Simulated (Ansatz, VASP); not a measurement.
## B in VASP and in Ansatz

```
CELL_PARAMETERS angstrom
2.98913 0.00000 0.00000
-1.49456 2.58866 0.00000
0.00000 0.00000 2.95215
ATOMIC_POSITIONS crystal
B 0.00000 0.00000 0.00000
B 0.33333 0.66667 0.50000
B 0.66667 0.33333 0.50000
```

Alike in both runs: task single point; functional RPBE; k mesh 14 × 14 × 12; occupations fermi-dirac, width 0.1 eV; no spin polarisation.

```csv
,VASP,Ansatz
version,VASP 6.6.1,Ansatz 0.2.0
potentials or method,"VASP PAW PBE potentials, release 64 (B)","plane waves (420 eV) with PAW, scalar-relativistic"
plane-wave cutoff (eV),520,420
valence electrons in the cell,9,9
```

```tsv
	VASP	Ansatz	Ansatz less VASP
pressure (GPa)	-20.2	-20.0	+0.18
largest component of the traceless stress (GPa)	7.23	7.27	+0.041
```

With one functional, cell and mesh, what is left measures potentials, basis and numerics.

Caveats: so large a pressure means that the cell lies far from this level's equilibrium, or that cutoff or potentials fall short (VASP); the potentials were made for another functional, which shifts forces and pressure (VASP).
